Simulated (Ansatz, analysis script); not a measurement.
# MnO2 monolayer: non-collinear orders, part 2 of 2

Do the moments of a MnO2 monolayer prefer to cant? Several patterns are started on spinors.

Ansatz 0.2.0; PBE with U = 2 eV on Mn d, PAW set soft_2.

So far. Step 2 (Two spin channels first): The run ends ferromagnetic, with a net moment of 9 μB a cell. Only this order was typed.

## 3. Start: ferro, directions locked

Level of this step: Ansatz DFT on spinors from a typed pattern of moment directions; PBE+U, PAW default (Ansatz).

The parallel pattern comes first. A lock holds the typed directions and leaves the sizes free.

Contents of input.yaml:

```yaml
crystal:
  lattice:
    - [8.57061, 0.0, 0.0]
    - [4.285305, 2.474122, 0.0]
    - [0.0, 0.0, 16.896891]
  atoms:
    - { symbol: Mn, position: [0.0, 0.0, 0.5], spin: 2.63, spin_axis: [0.0, 0.0, 1.0] }
    - { symbol: Mn, position: [0.3333333333, 0.0, 0.5], spin: 2.63, spin_axis: [0.0, 0.0, 1.0] }
    - { symbol: Mn, position: [0.6666666667, 0.0, 0.5], spin: 2.63, spin_axis: [0.0, 0.0, 1.0] }
    - { symbol: O, position: [0.0, 0.3333333333, 0.5573658136] }
    - { symbol: O, position: [0.3333333333, 0.3333333333, 0.5573658136] }
    - { symbol: O, position: [0.6666666667, 0.3333333333, 0.5573658136] }
    - { symbol: O, position: [0.6666666667, 0.6666666667, 0.4426341864] }
    - { symbol: O, position: [1.0, 0.6666666667, 0.4426341864] }
    - { symbol: O, position: [0.3333333333, 0.6666666667, 0.4426341864] }
kpoints:
  mp_grid: { grid: [6, 6, 1] }
hamiltonian:
  xc: pbe
  hubbard: { sites: [{ species: Mn, l: d, u_eff: 2.0 }] }
scf:
  occupations: { method: fermi_dirac, width: 0.05 }
  max_iter: 120
  convergence: { dr2_threshold: 1.0e-08 }
  lower_state_search: "off"
basis:
  ecutwfc: 420.0
magnetization:
  noncollinear: true
  spin_locking: { lock_directions: true }
```

Run with:

```sh
$ ansatz run input.yaml --threads 2 --pin off --max-ram 4096MiB --backend cpu --events-out ev --progress --plain --runs-dir out
```

Numbers of over 12 decimals in the logs are rounded to 6 here.

Output:

```text
[...]
davidson cushion auto → off  (block headroom 19 ≥ Hubbard manifold empty extent 15; pin scf.eigensolver.cushion to override)
Crystal: 9 atoms, lattice volume = 358.294 Å³
Basis set: ecut = 420 eV, 6999 PW (Γ)
Bands: 100, of which v1, the nominal top of the filled ones, is band 81 counted from 1 (80 counted from 0)
Symmetry: 18 space group operations + 18 with time reversal
[...]
k-points: 7 of 36 (time reversal used)
[...]
Starting moments: Σ|m| = 7.89 μB on 3 of 9 sites
[...]
SCF iter   1: F=-15064.166074 eV  HF=-15102.777555 eV  |F-HF|=3.86e1  |Δ(HF+E_count)|=         —  Δρ=1.17e-1  dr2=4.68e1  dr2_m=1.75e0  ethr=5.86e-2  |M|=9.00e0 ∫|m|=9.42e0 μB  |m|>n=1.0e-1 m-floor=1.0e-1 τ_xc=4.8e-15 mc-row=1.0e-1  β_m=0.30  ⟨swp⟩=2.0  Hψ=3230  notcnv=0
[...]
spin=Noncollinear: Resta preconditioning applied to the charge; magnetization (m_x, m_y, m_z) channels mix plain (no charge-response kernel on spin).
SCF iter   2: F=-15092.295490 eV  HF=-15096.558036 eV  |F-HF|=4.26e0  |Δ(HF+E_count)|=    6.22e0  Δρ=4.52e-2  dr2=5.26e0  dr2_m=1.33e0  ethr=5.78e-2  |M|=9.00e0 ∫|m|=9.50e0 μB  |m|>n=1.3e-1 m-floor=1.3e-1 τ_xc=4.1e-15 mc-row=1.3e-1  β_m=0.28  ⟨swp⟩=4.3  Hψ=1596  notcnv=0
[...]
SCF iter  12: F=-15097.110505 eV  HF=-15097.110505 eV  |F-HF|=3.51e-9  |Δ(HF+E_count)|=   7.83e-9  Δρ=1.16e-6  dr2=4.49e-9  dr2_m=4.73e-11  ethr=2.96e-11  |M|=9.00e0 ∫|m|=9.57e0 μB  |m|>n=1.6e-1 m-floor=1.6e-1 τ_xc=5.0e-15 mc-row=1.6e-1  ⟨swp⟩=5.0  Hψ=2010  notcnv=0
SCF 1 converged in 12 iterations: F = -15097.110505 eV  dr2 = 4.49e-9
[...]
SCF converged after 12 iterations
Stability not checked: this state was not tested for a lower state beside it, because a magnetisation constraint still acts at the end of the SCF (magnetization_constraint; see scf.lower_state_search)
Magnetization: |M| = 9.0000 μB,  M = (+0.0000, +0.0000, +9.0000) μB
Absolute magnetization: 9.5752 μB (∫|m|, with the PAW one-centre terms)
  site 0: m = (+0.0000, -0.0000, +2.6314) μB, |m| = 2.6314 μB  (R = 0.79 Å)
  site 1: m = (-0.0000, -0.0000, +2.6314) μB, |m| = 2.6314 μB  (R = 0.79 Å)
  site 2: m = (+0.0000, -0.0000, +2.6314) μB, |m| = 2.6314 μB  (R = 0.79 Å)
  site 3: m = (+0.0000, +0.0000, -0.0203) μB, |m| = 0.0203 μB  (R = 0.79 Å)
  site 4: m = (+0.0000, +0.0000, -0.0203) μB, |m| = 0.0203 μB  (R = 0.79 Å)
  site 5: m = (+0.0000, +0.0000, -0.0203) μB, |m| = 0.0203 μB  (R = 0.79 Å)
  site 6: m = (-0.0000, -0.0000, -0.0203) μB, |m| = 0.0203 μB  (R = 0.79 Å)
  site 7: m = (-0.0000, -0.0000, -0.0203) μB, |m| = 0.0203 μB  (R = 0.79 Å)
  site 8: m = (-0.0000, -0.0000, -0.0203) μB, |m| = 0.0203 μB  (R = 0.79 Å)
--- Magnetisation constraints (ε_frz = 1.0e-4 eV) ---
  site  kind           target                            achieved (μB)             |Δ|max (μB)  g (eV/μB)                     λ_eff  esc  ok   flags
  0     per_site_axis  ê (+0.000, +0.000, +1.000) ≥0.00  (+0.000, +0.000, +2.631)  2.99e-49     (+6.0e-49, +0.0e0, +0.0e0)    1.000  0    yes
  1     per_site_axis  ê (+0.000, +0.000, +1.000) ≥0.00  (-0.000, +0.000, +2.631)  2.59e-49     (-3.0e-49, +5.2e-49, +0.0e0)  1.000  0    yes
  2     per_site_axis  ê (+0.000, +0.000, +1.000) ≥0.00  (-0.000, +0.000, +2.631)  2.59e-49     (-3.0e-49, +5.2e-49, +0.0e0)  1.000  0    yes
Free energy (F): -15097.110505 eV
[...]
Internal energy: -15097.110505 eV  (E = F + TS)
E sigma→0 (E₀):  -15097.110505 eV
Fermi energy:    -2.928300 eV
[...]
--- Hubbard shell moments (per corrected site; Tr N, ν in electrons; μ in μ_B) ---
  shell 0: Tr N=5.0573  μ_S=(-0.0000, -0.0000, +2.9753)  μ_L=(+0.0000, +0.0000, -0.0000)  μ=(+0.0000, +0.0000, +2.9753)  ν=0.0000 along (-0.000, +0.000, +1.000)
  shell 1: Tr N=5.0573  μ_S=(-0.0000, +0.0000, +2.9753)  μ_L=(+0.0000, +0.0000, -0.0000)  μ=(+0.0000, +0.0000, +2.9753)  ν=0.0000 along (-0.000, -0.000, +1.000)
[...]
Occupation matrices written to <dir>
```

Elapsed: 50 s, on 2 threads of Arm Neoverse V2, shared host; peak memory 1.5 GiB.

Reading the cycles: dr2 is the Hartree energy of the density residual (eV), the measure of convergence; HF is the Harris–Foulkes estimate of the energy, which meets the free energy F at convergence.

It ends ferromagnetic; the largest site carries 2.63 μB.

Spin moment in the atom's sphere by atom:

```csv
atom,x (μB),y (μB),z (μB),size
Mn1,0.00,0.00,2.63,2.63
Mn2,0.00,0.00,2.63,2.63
Mn3,0.00,0.00,2.63,2.63
O4,0.00,0.00,-0.02,0.02
O5,0.00,0.00,-0.02,0.02
O6,0.00,0.00,-0.02,0.02
O7,0.00,0.00,-0.02,0.02
O8,0.00,0.00,-0.02,0.02
O9,0.00,0.00,-0.02,0.02
```

## 4. Start: random 1

Random directions favour no pattern, so the moments can find one that was not thought of.

input.yaml, the sections that differ from step 3:

```yaml
crystal:
  lattice:
    - [8.57061, 0.0, 0.0]
    - [4.285305, 2.474122, 0.0]
    - [0.0, 0.0, 16.896891]
  atoms:
    - { symbol: Mn, position: [0.0, 0.0, 0.5], spin: 2.63, spin_axis: [0.651539, -0.147934, -0.744052] }
    - { symbol: Mn, position: [0.3333333333, 0.0, 0.5], spin: 2.63, spin_axis: [0.186894, -0.547071, 0.815956] }
    - { symbol: Mn, position: [0.6666666667, 0.0, 0.5], spin: 2.63, spin_axis: [0.657475, 0.35086, 0.666801] }
    - { symbol: O, position: [0.0, 0.3333333333, 0.5573658136] }
    - { symbol: O, position: [0.3333333333, 0.3333333333, 0.5573658136] }
    - { symbol: O, position: [0.6666666667, 0.3333333333, 0.5573658136] }
    - { symbol: O, position: [0.6666666667, 0.6666666667, 0.4426341864] }
    - { symbol: O, position: [1.0, 0.6666666667, 0.4426341864] }
    - { symbol: O, position: [0.3333333333, 0.6666666667, 0.4426341864] }
magnetization:
  noncollinear: true
output:
  write_density: true
  write_potential: true
  elf: true
  volumetric_format: npy
# kpoints, hamiltonian, scf, basis: as in step 3
```

Output:

```text
Mn: projections on atomic orbitals take those of the free atom [Ne] 3s2 3p6 3d5 4s2, of charge +0.00 (hamiltonian.pseudopotentials.projection_atoms); the dataset's partial waves leave at most 9.0e-7 of an orbital's norm unspanned inside its sphere
O: projections on atomic orbitals take those of the free atom [He] 2s2 2p4, of charge +0.00 (hamiltonian.pseudopotentials.projection_atoms); the dataset's partial waves leave at most 1.9e-8 of an orbital's norm unspanned inside its sphere
Engine: ansatz 0.2.0, aarch64-unknown-linux-gnu
Pseudopotentials: kind: paw
[...]
SCF iter  89: F=—  HF=-15097.110503 eV  |F-HF|=—  |Δ(HF+E_count)|=   4.02e-7  Δρ=1.70e-5  dr2=9.24e-9  dr2_m=3.49e-7  ethr=2.71e-12  |M|=9.00e0 ∫|m|=9.57e0 μB  |m|>n=2.2e-1 m-floor=2.2e-1 τ_xc=5.5e-3 mc-row=2.2e-1 uncertified=414  β_m=0.27  ⟨swp⟩=2.4  Hψ=16387  notcnv=0
SCF iter  90: F=—  HF=-15097.110504 eV  |F-HF|=—  |Δ(HF+E_count)|=   1.72e-6  Δρ=1.15e-5  dr2=2.63e-9  dr2_m=1.42e-7  ethr=2.71e-12  |M|=9.00e0 ∫|m|=9.57e0 μB  |m|>n=1.7e-1 m-floor=1.7e-1 τ_xc=1.3e-3 mc-row=1.7e-1 uncertified=21  β_m=0.63  ⟨swp⟩=8.2  Hψ=18574  notcnv=0
```

It took 28 min on 2 threads; peak memory 2.7 GiB.

The run was cut off at the time left to it in the session, and no result is taken from it.

## 5. Start: random 2

input.yaml, the sections that differ from step 4:

```yaml
crystal:
  lattice:
    - [8.57061, 0.0, 0.0]
    - [4.285305, 2.474122, 0.0]
    - [0.0, 0.0, 16.896891]
  atoms:
    - { symbol: Mn, position: [0.0, 0.0, 0.5], spin: 2.63, spin_axis: [0.209789, 0.321102, -0.923516] }
    - { symbol: Mn, position: [0.3333333333, 0.0, 0.5], spin: 2.63, spin_axis: [-0.451106, -0.864347, 0.22228] }
    - { symbol: Mn, position: [0.6666666667, 0.0, 0.5], spin: 2.63, spin_axis: [0.407365, -0.32388, -0.853906] }
    - { symbol: O, position: [0.0, 0.3333333333, 0.5573658136] }
    - { symbol: O, position: [0.3333333333, 0.3333333333, 0.5573658136] }
    - { symbol: O, position: [0.6666666667, 0.3333333333, 0.5573658136] }
    - { symbol: O, position: [0.6666666667, 0.6666666667, 0.4426341864] }
    - { symbol: O, position: [1.0, 0.6666666667, 0.4426341864] }
    - { symbol: O, position: [0.3333333333, 0.6666666667, 0.4426341864] }
# kpoints, hamiltonian, scf, basis, magnetization: as in step 4
# output: removed
```

Output:

```text
[...]
Crystal: 9 atoms, lattice volume = 358.294 Å³
Basis set: ecut = 420 eV, 6999 PW (Γ)
Bands: 100, of which v1, the nominal top of the filled ones, is band 81 counted from 1 (80 counted from 0)
Symmetry: 1 space group operations
[...]
k-points: 36
[...]
Starting moments: Σ|m| = 7.89 μB on 3 of 9 sites
[...]
--- Hubbard shell moments (per corrected site; Tr N, ν in electrons; μ in μ_B) ---
  shell 0: Tr N=5.0573  μ_S=(+0.1309, -1.6822, -2.4506)  μ_L=(+0.0000, +0.0000, +0.0000)  μ=(+0.1309, -1.6822, -2.4506)  ν=0.0002 along (+0.044, -0.565, -0.824)
  shell 1: Tr N=5.0574  μ_S=(+0.1324, -1.6621, -2.4642)  μ_L=(+0.0000, -0.0000, -0.0000)  μ=(+0.1324, -1.6621, -2.4642)  ν=0.0001 along (+0.044, -0.559, -0.828)
[...]
Occupation matrices written to <dir>
[key lines of the parts left out:]
SCF converged after 79 iterations
Magnetization: |M| = 8.9999 μB,  M = (+0.3991, -5.0473, -7.4407) μB
Free energy (F): -15097.110504 eV
Fermi energy:    -2.928324 eV
```

The job ended after 22 min (2 threads; peak memory 2.7 GiB; 44 min of CPU time).

It ends ferromagnetic; the largest site carries 2.63 μB.

Spin moment in the atom's sphere by atom:

```csv
atom,x (μB),y (μB),z (μB),size
Mn1,0.12,-1.49,-2.17,2.63
Mn2,0.12,-1.47,-2.18,2.63
Mn3,0.12,-1.47,-2.18,2.63
O4,0.00,0.01,0.02,0.02
O5,0.00,0.01,0.02,0.02
O6,0.00,0.01,0.02,0.02
O7,0.00,0.01,0.02,0.02
O8,0.00,0.01,0.02,0.02
O9,0.00,0.01,0.02,0.02
```

## 6. Start: umbrella, directions locked

input.yaml, the sections that differ from step 5:

```yaml
crystal:
  lattice:
    - [8.57061, 0.0, 0.0]
    - [4.285305, 2.474122, 0.0]
    - [0.0, 0.0, 16.896891]
  atoms:
    - { symbol: Mn, position: [0.0, 0.0, 0.5], spin: 2.63, spin_axis: [0.894427, 0.0, 0.447214] }
    - { symbol: Mn, position: [0.3333333333, 0.0, 0.5], spin: 2.63, spin_axis: [-0.447214, 0.774597, 0.447214] }
    - { symbol: Mn, position: [0.6666666667, 0.0, 0.5], spin: 2.63, spin_axis: [-0.447214, -0.774597, 0.447214] }
    - { symbol: O, position: [0.0, 0.3333333333, 0.5573658136] }
    - { symbol: O, position: [0.3333333333, 0.3333333333, 0.5573658136] }
    - { symbol: O, position: [0.6666666667, 0.3333333333, 0.5573658136] }
    - { symbol: O, position: [0.6666666667, 0.6666666667, 0.4426341864] }
    - { symbol: O, position: [1.0, 0.6666666667, 0.4426341864] }
    - { symbol: O, position: [0.3333333333, 0.6666666667, 0.4426341864] }
magnetization:
  noncollinear: true
  spin_locking: { lock_directions: true }
# kpoints, hamiltonian, scf, basis: as in step 5
```

Output:

```text
[...]
Crystal: 9 atoms, lattice volume = 358.294 Å³
Basis set: ecut = 420 eV, 6999 PW (Γ)
Bands: 100, of which v1, the nominal top of the filled ones, is band 81 counted from 1 (80 counted from 0)
Symmetry: 3 space group operations
[...]
k-points: 14 of 36
[...]
Starting moments: Σ|m| = 7.89 μB on 3 of 9 sites
[...]
shell 1: Tr N=5.0687  μ_S=(-1.2970, +2.2465, +1.2964)  μ_L=(+0.0000, +0.0000, +0.0000)  μ=(-1.2970, +2.2465, +1.2964)  ν=0.0147 along (-0.449, +0.777, +0.441)
  shell 2: Tr N=5.0687  μ_S=(-1.2970, -2.2465, +1.2964)  μ_L=(-0.0000, +0.0000, +0.0000)  μ=(-1.2970, -2.2465, +1.2964)  ν=0.0147 along (-0.449, -0.777, +0.441)
Occupation matrices written to <dir>
[key lines of the parts left out:]
SCF converged after 15 iterations
Magnetization: |M| = 3.9130 μB,  M = (+0.0000, +0.0000, +3.9130) μB
Free energy (F): -15097.069652 eV
Fermi energy:    -3.110647 eV
```

Run time: 90 s. Hardware: 2 threads; peak memory 1.8 GiB.

It ends non-coplanar with net moment; the largest site carries 2.56 μB.

Spin moment in the atom's sphere by atom:

| atom | x (μB) | y (μB) | z (μB) | size |
| --- | --- | --- | --- | --- |
| Mn1 | 2.29 | 0.00 | 1.15 | 2.56 |
| Mn2 | -1.14 | 1.98 | 1.15 | 2.56 |
| Mn3 | -1.14 | -1.98 | 1.15 | 2.56 |
| O4 | 0.00 | 0.00 | -0.01 | 0.01 |
| O5 | 0.00 | 0.00 | -0.01 | 0.01 |
| O6 | 0.00 | 0.00 | -0.01 | 0.01 |
| O7 | 0.00 | 0.00 | -0.01 | 0.01 |
| O8 | 0.00 | 0.00 | -0.01 | 0.01 |
| O9 | 0.00 | 0.00 | -0.01 | 0.01 |

Between step 3 and this run (other starting moments) the value for the largest spin moment in the atom's sphere moves from 2.63 μB to 2.56 μB (-3 %).

## 7. Start: 120 degrees in the xy plane, directions locked

input.yaml, the sections that differ from step 6:

```yaml
crystal:
  lattice:
    - [8.57061, 0.0, 0.0]
    - [4.285305, 2.474122, 0.0]
    - [0.0, 0.0, 16.896891]
  atoms:
    - { symbol: Mn, position: [0.0, 0.0, 0.5], spin: 2.63, spin_axis: [1.0, 0.0, 0.0] }
    - { symbol: Mn, position: [0.3333333333, 0.0, 0.5], spin: 2.63, spin_axis: [-0.5, 0.866025, 0.0] }
    - { symbol: Mn, position: [0.6666666667, 0.0, 0.5], spin: 2.63, spin_axis: [-0.5, -0.866025, 0.0] }
    - { symbol: O, position: [0.0, 0.3333333333, 0.5573658136] }
    - { symbol: O, position: [0.3333333333, 0.3333333333, 0.5573658136] }
    - { symbol: O, position: [0.6666666667, 0.3333333333, 0.5573658136] }
    - { symbol: O, position: [0.6666666667, 0.6666666667, 0.4426341864] }
    - { symbol: O, position: [1.0, 0.6666666667, 0.4426341864] }
    - { symbol: O, position: [0.3333333333, 0.6666666667, 0.4426341864] }
# kpoints, hamiltonian, scf, basis, magnetization: as in step 6
```

Output:

```text
[...]
Crystal: 9 atoms, lattice volume = 358.294 Å³
Basis set: ecut = 420 eV, 6999 PW (Γ)
Bands: 100, of which v1, the nominal top of the filled ones, is band 81 counted from 1 (80 counted from 0)
Symmetry: 2 space group operations
k-points: 21 of 36
[...]
Starting moments: Σ|m| = 7.89 μB on 3 of 9 sites
[...]
shell 1: Tr N=5.0712  μ_S=(-1.4409, +2.4958, +0.0000)  μ_L=(-0.0000, +0.0000, -0.0000)  μ=(-1.4409, +2.4958, -0.0000)  ν=0.0000 along (-0.500, +0.866, -0.000)
  shell 2: Tr N=5.0712  μ_S=(-1.4409, -2.4958, -0.0000)  μ_L=(-0.0000, -0.0000, +0.0000)  μ=(-1.4409, -2.4958, +0.0000)  ν=0.0000 along (-0.500, -0.866, +0.000)
Occupation matrices written to <dir>
[key lines of the parts left out:]
SCF converged after 14 iterations
Magnetization: |M| = 0.0000 μB,  M = (-0.0000, +0.0000, +0.0000) μB
Free energy (F): -15097.059060 eV
Fermi energy:    -3.129227 eV
```

It took 1.9 min on 2 threads; peak memory 2.1 GiB; 3.9 min of CPU time.

It ends coplanar compensated; the largest site carries 2.54 μB.

Between step 3 and this run (coplanar compensated and other starting moments) the value for the largest spin moment in the atom's sphere moves from 2.63 μB to 2.54 μB (-4 %).

## 8. Start: collinear ++-, directions locked

input.yaml, the sections that differ from step 7:

```yaml
crystal:
  lattice:
    - [8.57061, 0.0, 0.0]
    - [4.285305, 2.474122, 0.0]
    - [0.0, 0.0, 16.896891]
  atoms:
    - { symbol: Mn, position: [0.0, 0.0, 0.5], spin: 2.63, spin_axis: [0.0, 0.0, 1.0] }
    - { symbol: Mn, position: [0.3333333333, 0.0, 0.5], spin: 2.63, spin_axis: [0.0, 0.0, 1.0] }
    - { symbol: Mn, position: [0.6666666667, 0.0, 0.5], spin: 2.63, spin_axis: [0.0, 0.0, -1.0] }
    - { symbol: O, position: [0.0, 0.3333333333, 0.5573658136] }
    - { symbol: O, position: [0.3333333333, 0.3333333333, 0.5573658136] }
    - { symbol: O, position: [0.6666666667, 0.3333333333, 0.5573658136] }
    - { symbol: O, position: [0.6666666667, 0.6666666667, 0.4426341864] }
    - { symbol: O, position: [1.0, 0.6666666667, 0.4426341864] }
    - { symbol: O, position: [0.3333333333, 0.6666666667, 0.4426341864] }
# kpoints, hamiltonian, scf, basis, magnetization: as in step 7
```

Output:

```text
[...]
Crystal: 9 atoms, lattice volume = 358.294 Å³
Basis set: ecut = 420 eV, 6999 PW (Γ)
Bands: 100, of which v1, the nominal top of the filled ones, is band 81 counted from 1 (80 counted from 0)
Symmetry: 6 space group operations + 6 with time reversal
[...]
k-points: 7 of 36 (time reversal used)
[...]
Starting moments: Σ|m| = 7.89 μB on 3 of 9 sites
[...]
shell 1: Tr N=5.0673  μ_S=(+0.0000, -0.0000, +2.9200)  μ_L=(+0.0000, -0.0000, +0.0000)  μ=(+0.0000, -0.0000, +2.9200)  ν=0.0000 along (-0.000, +0.000, +1.000)
  shell 2: Tr N=5.0757  μ_S=(+0.0000, +0.0000, -2.8394)  μ_L=(+0.0000, +0.0000, -0.0000)  μ=(+0.0000, +0.0000, -2.8394)  ν=0.0000 along (+0.000, -0.000, -1.000)
Occupation matrices written to <dir>
[key lines of the parts left out:]
SCF converged after 14 iterations
Magnetization: |M| = 3.0000 μB,  M = (+0.0000, -0.0000, +3.0000) μB
Free energy (F): -15097.068729 eV
Fermi energy:    -3.085717 eV
```

Elapsed: 59 s, on 2 threads; peak memory 1.5 GiB.

It ends ferrimagnetic; the largest site carries 2.57 μB.

Between step 3 and this run (ferrimagnetic and other starting moments) the value for the largest spin moment in the atom's sphere moves from 2.63 μB to 2.57 μB (-2 %).

## 9. Side runs that gave no result

| changed | outcome |
| --- | --- |
| magnetization; hamiltonian.pseudopotentials | refused or stopped by the program |

## 10. Ranking

The last two columns average e·e over the pairs of the two nearest shells of magnetic atoms: 1 is parallel, −1 opposed.

The states reached:

| start | final state | energy (meV/magnetic atom) | net moment (μB/cell) | mean moment (μB) | least moment (μB) | typed angles to the first (deg) | final angles to the first (deg) | triple product of the first three | mean cosine, nearest magnetic neighbours | second shell |
| --- | --- | --- | --- | --- | --- | --- | --- | --- | --- | --- |
| ferro | ferromagnetic | 0 | 9 | 2.631 | 2.631 | 0 0 | 0 0 | 0 | 1 | 1 |
| random 2 | ferromagnetic | 2.00e-4 | 9 | 2.631 | 2.631 | 125 40 | 0 0 | 0 | 1 | 1 |
| umbrella | non-coplanar with net moment | 13.63 | 3.913 | 2.557 | 2.557 | 102 102 | 101 101 | 0.9305 | -0.2 | 1 |
| 120 degrees in the xy plane | coplanar compensated | 17.15 | 0 | 2.539 | 2.539 | 120 120 | 120 120 | 0 | -0.5 | 1 |
| collinear ++- | ferrimagnetic | 13.93 | 3 | 2.55 | 2.501 | 0 180 | 0 180 | 0 | -0.33 | 1 |

## 11. Summary of results

```
lowest state found                                    : ferromagnetic
mean cosine between nearest magnetic neighbours there : 1.0
net moment of the lowest state                        : 9 μB a cell
mean moment in the lowest state                       : 2.63 μB
```

**Reading.** The lowest state found is ferromagnetic, reached from the start «ferro», 13.6 meV a magnetic atom under the next one (non-coplanar with net moment). 2 of the 5 converged starts end within 0.1 meV of the lowest. 1 start left the typed angles, so their energies belong to the state reached. No result came from «random 1». Without spin–orbit coupling only the angles between moments count. Under a U each start can settle in its own orbital filling, which enters the ranking. Only the listed patterns were tried; a locked pattern need not be stationary. The 6 spinor runs took 55 min of wall time, added up.

[Logs and program files are shortened in this print: banners, set-up blocks, solver, clock and traceback lines can be left out without a mark of their own.]

[Logs are printed without paths, hosts, clocks, repeated set-up lines and the standing remarks that a program may print on its own settings, such as how far it seeks lower states.]

[Hosts, paths, dates, database ids (printed as entryN), source tags and the programs' standing remarks are cut or masked in the printed files.]
